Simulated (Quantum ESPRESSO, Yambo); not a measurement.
# A GW chain in Yambo: BP (F-43m), part 2 of 3

Aim: the G0W0 gap of BP (F-43m) on PBE, step by step.

Quantum ESPRESSO 7.5 and Yambo 5.3.0; PBE and many-body steps on it, plane waves. Known limits of the many-body steps: not at the basis limit; coarse k mesh.

So far. Step 2 (Ground state): The gap is indirect, with the least direct gap 2.13 eV higher. Step 3 (Bands along the symmetry lines): The gap is 1.260 eV, −0.021 eV from the run before at this level.

### Step 4. Empty states on the mesh, 4×4×4 mesh, 57 bands

Level of this step: DFT, PBE, plane waves, norm-conserving pseudopotentials (Quantum ESPRESSO).

The sums over transitions need many empty states on a uniform mesh; this step solves for them.

The input, pw.in:

```
&control
  calculation = 'nscf'
  prefix = 'x'
  outdir = 'o'
  pseudo_dir = 'pseudo'
/
&system
  ibrav = 0
  nat = 2
  ntyp = 2
  ecutwfc = 68.0
  nbnd = 57
  force_symmorphic = .true.
/
&electrons
  conv_thr = 1e-9
  electron_maxstep = 80
  diago_full_acc = .true.
  diago_thr_init = 5e-6
/
ATOMIC_SPECIES
  B 10.81 B.upf
  P 30.974 P.upf
CELL_PARAMETERS angstrom
  0.0000000000 2.2690000000 2.2690000000
  2.2690000000 0.0000000000 2.2690000000
  2.2690000000 2.2690000000 0.0000000000
ATOMIC_POSITIONS crystal
  B 0.0000000000 0.0000000000 0.0000000000
  P 0.2500000000 0.2500000000 0.2500000000
K_POINTS automatic
  4 4 4 0 0 0
```

Run with:

```sh
$ OMP_NUM_THREADS=1 mpirun -n 4 pw.x -nk 4 -in pw.in > pw.out
```

Log:

```text
[banner, memory and clock lines left out]
Program PWSCF v.7.5 starts

     Atomic positions and unit cell read from directory:
     o/x.save/

     Message from routine setup:
     using ibrav=0 with symmetry is DISCOURAGED, use correct ibrav instead

     G-vector sticks info

     bravais-lattice index     =            0
     lattice parameter (alat)  =       6.0638  a.u.
     unit-cell volume          =     157.6631 (a.u.)^3
     number of atoms/cell      =            2
     number of atomic types    =            2
     number of electrons       =         8.00
     number of Kohn-Sham states=           57
     kinetic-energy cutoff     =      68.0000  Ry
     charge density cutoff     =     272.0000  Ry
     Exchange-correlation= PBE
                           (   1   4   3   4   0   0   0)

     celldm(1)=   6.063849  celldm(2)=   0.000000  celldm(3)=   0.000000
     celldm(4)=   0.000000  celldm(5)=   0.000000  celldm(6)=   0.000000

     crystal axes: (cart. coord. in units of alat)
               a(1) = (   0.000000   0.707107   0.707107 )
               a(2) = (   0.707107   0.000000   0.707107 )
               a(3) = (   0.707107   0.707107   0.000000 )

     reciprocal axes: (cart. coord. in units 2 pi/alat)
               b(1) = ( -0.707107  0.707107  0.707107 )
               b(2) = (  0.707107 -0.707107  0.707107 )
               b(3) = (  0.707107  0.707107 -0.707107 )
     Pseudo is Norm-conserving + core correction, Zval =  3.0
     Generated using ONCVPSP code by D. R. Hamann
     Using radial grid of 1534 points,  4 beta functions with:
     Pseudo is Norm-conserving + core correction, Zval =  5.0
     Generated using ONCVPSP code by D. R. Hamann
     Using radial grid of 1298 points,  6 beta functions with:
     B                 3.00    10.81000     B ( 1.00)
     P                 5.00    30.97400     P ( 1.00)

     24 Sym. Ops. (no inversion) found

   Cartesian axes

     site n.     atom                  positions (alat units)
         1        B      tau(   1) = (   0.0000000   0.0000000   0.0000000  )
         2        P      tau(   2) = (   0.3535534   0.3535534   0.3535534  )

     number of k points=     8
                       cart. coord. in units 2pi/alat
        k(    1) = (   0.0000000   0.0000000   0.0000000), wk =   0.0312500
        k(    2) = (   0.1767767   0.1767767  -0.1767767), wk =   0.2500000
        k(    3) = (  -0.3535534  -0.3535534   0.3535534), wk =   0.1250000
[...]
k(    7) = (  -0.7071068   0.0000000   0.0000000), wk =   0.0937500
        k(    8) = (  -0.7071068   0.3535534   0.0000000), wk =   0.1875000

     Dense  grid:    11935 G-vectors     FFT dimensions: (  32,  32,  32)

     The potential is recalculated from file :
     o/x.save/charge-density

     Starting wfcs are    8 randomized atomic wfcs +   49 random wfcs

     Band Structure Calculation

     End of band structure calculation

          k = 0.0000 0.0000 0.0000 (  1459 PWs)   bands (ev):

    -6.2179   9.2413   9.2413   9.2413  12.6481  12.6481  12.6481  16.5991
    20.7643  21.2875  21.2875  24.9388  24.9388  24.9388  30.7704  39.5763
    39.5763  39.5763  45.8945  45.8945  45.8945  46.8009  46.8009  52.2709
[...]
84.4077

          k = 0.1768 0.1768-0.1768 (  1477 PWs)   bands (ev):

[...]
93.0898

          k =-0.3536-0.3536 0.3536 (  1476 PWs)   bands (ev):

[...]
76.0015  76.0015  78.1053  83.3077  83.3077  83.7875  84.7716  84.7716
    85.8311  85.8311  87.3348  90.6976  90.6976  93.2884  94.4252  94.4252
    95.7198

          k = 0.3536 0.0000 0.0000 (  1491 PWs)   bands (ev):

     [... further k-points ...]

     highest occupied, lowest unoccupied level (ev):     9.2413   10.5886

     XML data file, pseudopotentials, collected wavefunctions
```

Wall time 1.4 s (4 MPI ranks of Arm Neoverse V2, shared host); peak memory 0.05 GiB; 5.5 s of CPU time.

Numbers from this step:

```yaml
gap: 1.347 eV
k_of_the_valence_top: 0, 0, 0
k_of_the_conduction_bottom: 0, -0.5, -0.5
least_direct_gap: 3.407 eV
k_points_computed: 8
lowest_point_of_the_top_converged_band_above_the_valence_top: 75.1665 eV
```

On this mesh the gap is 1.347 eV. The earlier step found 1.281 eV, so this mesh misses an edge.

### Step 5. Conversion and set-up

This step: Yambo 5.3.0; conversion and set-up on PBE, plane waves, norm-conserving pseudopotentials.

The states are converted to the many-body program's format and the q mesh is built.

Run with:

```sh
$ (cd o/x.save; p2y > p2y.log; mv SAVE ../..); yambo > setup.log
```

Log:

```text
 Yambo, version 5.3.0

 [02] CORE Variables Setup
 =========================

  [02.01] Unit cells
  ==================

  Cell kind             :  FCC
  Atoms in the cell     :  B  P
  number of B  atoms    :  1
  number of P  atoms    :  1

  List of atomic masses
  Mass of B     :  10.81000
  Mass of P     :  30.97400

  List of atomic coordinates    : [cc]
  B1       :  0.000000  0.000000  0.000000  order 1
  P1       :  2.143894  2.143894  2.143894  order 2

  Alat factors          :  4.287789  4.287789  4.287789 [a.u.]
  Direct lattice volume :  157.6631 [a.u.]
  Direct lattice vectors:  A[ 1 ]  A[ 2 ]  A[ 3 ]
   A[ 1 ]:  0.000000  1.000000  1.000000  [iru]
   0.000000  4.287789  4.287789  [cc]
   A[ 2 ]:  1.000000  0.000000  1.000000  [iru]
   4.287789  0.000000  4.287789  [cc]
   A[ 3 ]:  1.000000  1.000000  0.000000  [iru]
   4.287789  4.287789  0.000000  [cc]

  Recip. lattice volume :  1.573293 [a.u.]
  Recip. lattice vectors:  B[ 1 ]  B[ 2 ]  B[ 3 ]
   B[ 1 ]: -0.500000  0.500000  0.500000  [iku]
  -0.732684  0.732684  0.732684  [cc]
   B[ 2 ]:  0.500000 -0.500000  0.500000  [iku]
   0.732684 -0.732684  0.732684  [cc]
   B[ 3 ]:  0.500000  0.500000 -0.500000  [iku]
   0.732684  0.732684 -0.732684  [cc]

  [02.02] Symmetries
  ==================

  Inversion symmetry    : yes
  Spatial inversion     : no
  Inversion index       :  25
  K-space Time-reversal : yes
  Magnetic symmetries   : no
  Time-reversal derived K-space symmetries:   25   48
  Group table correct   : yes
  Symmetries units      :  [cc]

   [S  1]:   1.0000     -0.18269E-17 -0.18269E-17 -0.18269E-17   1.0000      0.18269E-17  0.18269E-17  0.18269E-17   1.0000
   [S  2]:  -1.0000      0.18269E-17 -0.18269E-17  0.18269E-17  -1.0000      0.18269E-17 -0.18269E-17 -0.18269E-17   1.0000
   [S  3]:  -1.0000     -0.18269E-17  0.18269E-17  0.18269E-17   1.0000     -0.18269E-17 -0.18269E-17  0.18269E-17  -1.0000
[...]
[S  9]: -0.18269E-17   1.0000     -0.18269E-17  0.18269E-17 -0.18269E-17   1.0000       1.0000      0.18269E-17  0.18269E-17
   [S 10]: -0.18269E-17  -1.0000      0.18269E-17  0.18269E-17  0.18269E-17  -1.0000       1.0000     -0.18269E-17 -0.18269E-17
     [... 36 further rows ...]
   [S*47]:   1.0000     -0.18269E-17  0.18269E-17 -0.18269E-17  0.18269E-17  -1.0000      0.18269E-17   1.0000     -0.18269E-17
   [S*48]:   1.0000      0.18269E-17 -0.18269E-17 -0.18269E-17 -0.18269E-17   1.0000      0.18269E-17  -1.0000      0.18269E-17

  [02.03] Reciprocal space
  ========================

  nG shells         :  170
  nG charge         :  11935
  nG WFs            :  1909
  nC WFs            :  1524
  G-vecs. in first 17 shells:  [ Number ]
     1    9   15   27   51   59   65   89  113
    137   169   181   229   259   283   307   331
  ...
  Shell energy in first 17 shells:  [ mHa ]
[...]
K_min[ 3 ] : -0.25000     -0.10617E-17  0.34636E-17 [rlu]
  Grid dimensions      :   4   4   4
  K lattice UC volume  :  0.024583 [a.u.]

  IBZ K-points                                      :   8
  BZ  K-points                                      :   64

  K/Q-points units:
  rlu = crystal or reduced units; cc = cartesian coordinates; iku = interal k-units

  K [1]          [rlu]:  0.000000  0.000000  0.000000
         WF components:  1459
  K [2]          [rlu]: -0.98763E-17  0.40015E-17  0.25000
         WF components:  1477
  K [3]          [rlu]:  0.19753E-16 -0.80030E-17 -0.50000
         WF components:  1476
  K [4]          [rlu]: -0.90507E-17  0.25000      0.25000
         WF components:  1491
  K [5]          [rlu]: -0.15756E-16  0.25000     -0.50000
         WF components:  1491
  [... 2 further k-points ...]
  K [8]          [rlu]:  0.250000 -0.500000 -0.250000
         WF components:  1480

  [02.05] Energies & Occupations
  ==============================

  [X] === General ===
  [X] Electronic Temperature                        :  0.000000  0.000000 [eV K]
  [X] Bosonic    Temperature                        :  0.000000  0.000000 [eV K]
  [X] Finite Temperature mode                       : no
  [X] El. density                                   :  0.34242E+24 [cm-3]
  [X] Fermi Level                                   :  9.241273 [eV]

  [X] === Gaps and Widths ===
  [X] Conduction Band Min                           :  1.347324 [eV]
  [X] Valence Band Max                              :  0.000000 [eV]
  [X] Filled Bands                                  :   4
  [X] Empty Bands                                   :    5   57
  [X] Direct Gap                                    :  3.406803 [eV]
  [X] Direct Gap localized at k                     :  1
  [X] Indirect Gap                                  :  1.347324 [eV]
  [X] Indirect Gap between kpts                     :   1   7
  [X] Last valence band width                       :  5.466754 [eV]
  [X] 1st conduction band width                     :  3.986001 [eV]

  E @ K [1]:  [eV]
   -15.459     -0.40417E-09 -0.10136E-09   0.0000       3.4068       3.4068       3.4068       7.3579
  occ @ K [1]
[...]
E @ K [2]:  [eV]
[...]
occ @ K [2]
[...]
E @ K [3]:  [eV]
[...]
occ @ K [3]
[...]
E @ K [4]:  [eV]
[...]
occ @ K [4]
[...]
E @ K [5]:  [eV]
[...]
occ @ K [5]
[...]
[... 2 further k-points ...]
  E @ K [8]:  [eV]
  -10.33326  -8.05264  -5.66965  -5.46675   5.33332   6.77210   7.23369   7.44884
  occ @ K [8]
   2.000000  2.000000  2.000000  2.000000  0.000000  0.000000  0.000000  0.000000

 [03] Transferred momenta grid and indexing
 ==========================================

 IBZ Q-points                                      :   8
 BZ  Q-points                                      :   64

 K/Q-points units:
 rlu = crystal or reduced units; cc = cartesian coordinates; iku = interal k-units

 Q [1]          [rlu]:  0.000000  0.000000  0.000000
 Q [2]          [rlu]: -0.10617E-17 -0.10617E-17  0.25000
 Q [3]          [rlu]:  0.21235E-17  0.21235E-17 -0.50000
[...]
Q [7]          [rlu]:  0.18101E-16 -0.50000     -0.50000
 Q [8]          [rlu]:  0.250000 -0.500000 -0.250000

  [03.01] X indexes
  =================

   [03.01.01] Sigma indexes
   ========================

 [06] Game Over & Game summary
```

Run time: 1.8 s. Hardware: 1 MPI rank; peak memory 0.23 GiB.

(Continued in part 3 of 3.)

[Paths, hosts, dates, memory and timing lines, banners, echoed tables and standing remarks are left out of the program output.]

[Logs are printed without paths, hosts, clocks, repeated set-up lines and the standing remarks that a program may print on its own settings, such as how far it seeks lower states.]

[Runs of the session that timed out or met a known fault of the program may be left out.]

[Hosts, paths, dates, database ids (printed as entryN), source tags and the programs' standing remarks are cut or masked in the printed files.]
